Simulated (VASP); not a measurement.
# Si (P6/mmm) in VASP: further runs, part 2 of 2

VASP 6.6.1. The steps go on from the part before.

## 3. Relaxation of cell and atoms, PBE+D3(BJ)

INCAR reads:

```
SYSTEM = Si
PREC = Accurate
ENCUT = 600
EDIFF = 1E-6
ISMEAR = -1
SIGMA = 0.05
LREAL = .FALSE.
LASPH = .TRUE.
NELM = 80
ALGO = Normal
ISIF = 3
LWAVE = .FALSE.
LCHARG = .FALSE.
GGA = PE
IVDW = 12
IBRION = 2
NSW = 40
EDIFFG = -0.01
```

KPOINTS reads:

```
regular mesh
0
G
  8 8 10
  0 0 0
```

POSCAR reads:

```
Si
1.0
    4.1209500000      0.0000000000      0.0000000000
   -2.0604700000      3.5688500000      0.0000000000
    0.0000000000      0.0000000000      2.6547900000
Si
2
Direct
    0.3333300000      0.6666700000      0.5000000000
    0.6666700000      0.3333300000      0.5000000000
```

Potentials or basis: VASP PAW PBE potentials, release 64 (Si).

Run with:

```bash
> cat potpaw_PBE.64/Si/POTCAR > POTCAR
> mpirun -np 1 vasp_std > vasp.out
```

OUTCAR:

```text
SYSTEM = Si
   PREC = Accurate
   ENCUT = 600
   EDIFF = 1E-6
   ISMEAR = -1
   LREAL = .FALSE.
   LASPH = .TRUE.
   NELM = 80
   ISIF = 3
   GGA = PE
   IVDW = 12
   IBRION = 2
   NSW = 40
   EDIFFG = -0.01
 IVDW          = 12

 ion  position               nearest neighbor table
   1  0.333  0.667  0.500-   2 2.38   2 2.38   2 2.38
   2  0.667  0.333  0.500-   1 2.38   1 2.38   1 2.38

  LATTYP: Found a hexagonal cell.
 ALAT       =     4.1209500000
 C/A-ratio  =     0.6442179595

  Lattice vectors:

 A1 = (   4.1209500000,   0.0000000000,   0.0000000000)
 A2 = (  -2.0604700000,   3.5688500000,   0.0000000000)
 A3 = (   0.0000000000,   0.0000000000,   2.6547900000)

Analysis of symmetry for initial positions (statically):
=====================================================================
 Subroutine PRICEL returns:
 Original cell was already a primitive cell.

 Routine SETGRP: Setting up the symmetry group for a
 hexagonal supercell.

 Subroutine GETGRP returns: Found  8 space group operations
 (whereof  8 operations were pure point group operations)
 out of a pool of 24 trial point group operations.

The static configuration has the point symmetry D_2h.

Analysis of symmetry for dynamics (positions and initial velocities):
=====================================================================
 Subroutine PRICEL returns:
 Original cell was already a primitive cell.

 Routine SETGRP: Setting up the symmetry group for a
 hexagonal supercell.

 Subroutine GETGRP returns: Found  8 space group operations
 (whereof  8 operations were pure point group operations)
 out of a pool of 24 trial point group operations.

The dynamic configuration has the point symmetry D_2h.

 Subroutine INISYM returns: Found  8 space group operations
 (whereof  8 operations are pure point group operations),
 and found     1 'primitive' translations

----------------------------------------------------------------------------------------

                                     Primitive cell

  volume of cell :      39.0441

[... 100 lines left out ...]
   NUPDOWN=      -1.0000    fix difference up-down
   EMIN   =  10.00;   EMAX   =-10.00  energy-range for DOS
   EFERMI =   0.00;   METHOD = LEGACY
   ISMEAR =    -1;   SIGMA  =   0.05  broadening in eV -4-tet -1-fermi 0-gaus
   EFERMI_NEDOS =   21; number of points for ismear=-14 and -15
   IALGO  =     38    algorithm
   IMIX   =      4    mixing-type and parameters
     AMIX     =   0.40;   BMIX     =  1.00
     AMIX_MAG =   1.60;   BMIX_MAG =  1.00
  volume/ion in A,a.u.               =      19.52       131.74
  Fermi-wavevector in a.u.,A,eV,Ry     =   0.965131  1.823833 12.673523  0.931478
  Thomas-Fermi vector in A             =   2.094821
   LORBIT       =      0    0 simple, 1 ext, 2 COOP (PROOUT), +10 PAW based schemes
   GGA     = PE    functional components
   LHFCALC =     F    Hartree Fock is set to
   AEXX    =    0.0000 exact exchange contribution
   IVDW    =    12    specifies the selected vdW correction
   LEPSILON=     F    determine dielectric tensor
   LRPA    =     F    only Hartree local field effects (RPA)
 conjugate gradient relaxation of ions
 non-spin polarized calculation
  energy-cutoff  :      600.00
  volume of cell :       39.04
 maximum number of plane-waves:      1330
 NGX is ok and might be reduce to    36
   NGX = 17   NGY = 17   NGZ = 11

--------------------------------------- Ionic step        1  -------------------------------------------

 number of electron       8.0000000 magnetization

 Free energy of the ion-electron system (eV)
  ---------------------------------------------------
  ext. energy  EPLUGINS =         0.00000000
  ---------------------------------------------------
  free energy    TOTEN  =       -10.08639288 eV

  energy without entropy =      -10.08023549  energy(sigma->0) =      -10.08331419

------------------------ aborting loop because EDIFF is reached ----------------------------------------

 Edisp (eV)   -0.63063

 E8    (eV) :    -0.2586
[... 191 lines left out ...]
--------------------------------------- Ionic step        6  -------------------------------------------

 number of electron       7.9999999 magnetization

 Free energy of the ion-electron system (eV)
  ---------------------------------------------------
  ext. energy  EPLUGINS =         0.00000000
  ---------------------------------------------------
  free energy    TOTEN  =       -10.07558338 eV

  energy without entropy =      -10.06953963  energy(sigma->0) =      -10.07256151

 E-fermi :   6.4954     XC(G=0):  -9.7219

 val. band max:        6.4637856430   @ k =   0.1250   0.1250   0.1000
 cond. band min:       6.6263017398   @ k =  -0.3750   0.2500   0.1000
 fundamental gap:      0.1625160969
 Fermi energy:         6.4954168356

 k-point     1 :       0.0000    0.0000    0.0000
  band No.  band energies     occupation
      1      -6.0367      2.00000
      2       3.5523      2.00000
      3       3.5525      2.00000
      4       3.8277      2.00000
      5       7.7141      0.00000
      6       7.7143      0.00000
      7      12.0575      0.00000
      8      13.1704      0.00000
[... 243 lines left out ...]
 k-point    24 :      -0.1250    0.1250    0.1000
  band No.  band energies     occupation
      1      -5.6740      2.00000
      2       1.9472      2.00000
      3       3.4723      2.00000
      4       5.5272      2.00000
      5       7.8747      0.00000
      6       8.4847      0.00000
      7      10.3652      0.00000
      8      13.7246      0.00000

 [... further k-points ...]

------------------------ aborting loop because EDIFF is reached ----------------------------------------

 Edisp (eV)   -0.65317

 E8    (eV) :    -0.2680
[... 25 lines left out ...]
  FREE ENERGIE OF THE ION-ELECTRON SYSTEM (eV)
  ---------------------------------------------------
  free  energy   TOTEN  =       -10.7287539616 eV

  energy  without entropy=      -10.7227102186  energy(sigma->0) =      -10.72573209

 reached required accuracy - stopping structural energy minimisation
```

Run time: 37 s. Hardware: 1 thread of Intel Xeon 6975P-C (Granite Rapids), shared host; peak memory 0.2 GiB.

What came out:

* Free energy: -10.7288 eV
* Relaxed volume: 18.88 Å³/atom
* Relaxed cell: a = 4.080 Å, b = 4.080 Å, c = 2.620 Å, α = 90.00°, β = 90.00°, γ = 120.00°
* Space group after relaxing (to 0.05 Å): P6/mmm (No. 191)
* Energy gained by relaxing: 5.9 meV/atom
* Ionic steps: 6
* Pressure after relaxing: -0.1 GPa
* Band gap on the k mesh: none (metal or under the smearing width)
* Dispersion energy per atom: -0.327 eV

The path:
```csv
step,energy change (eV),largest force (eV/Å),pressure (GPa),volume (Å³)
1,0.0000,0.0005,-2.77,39.04
2,-0.0092,0.0004,1.41,37.17
3,-0.0117,0.0001,0.02,37.74
4,-0.0117,0.0001,-0.04,37.77
5,-0.0117,0.0001,-0.06,37.77
6,-0.0117,0.0001,-0.05,37.77
```

Final structure:
```
Si
1.0
     4.07966    0.00004    0.00000
    -2.03979    3.53311    0.00000
     0.00000    0.00000    2.62026
Si
2
Direct
  0.33333 0.66667 0.50000
  0.66667 0.33333 0.50000
```

Levels at points of the mesh, in eV from the Fermi level:
| k point | band 2 | band 3 | band 4 | band 5 | band 6 | band 7 |
| --- | --- | --- | --- | --- | --- | --- |
| (0.00, 0.00, 0.00) | -2.94 | -2.94 | -2.67 | 1.22 | 1.22 | 5.56 |
| (0.50, 0.00, 0.00) | -8.94 | -4.16 | -1.35 | 6.29 | 7.14 | 7.29 |
| (0.50, 0.50, 0.00) | -8.94 | -4.16 | -1.35 | 6.29 | 7.14 | 7.29 |
| (0.00, 0.00, 0.50) | -6.06 | -0.12 | -0.12 | 1.25 | 3.62 | 4.39 |
| (0.50, 0.00, 0.50) | -4.97 | -4.38 | -2.70 | -1.17 | 3.04 | 3.84 |
| (0.50, 0.50, 0.50) | -4.97 | -4.38 | -2.70 | -1.17 | 3.04 | 3.84 |

Caveat: pairwise dispersion overbinds metals, which lowers pressure and volume.
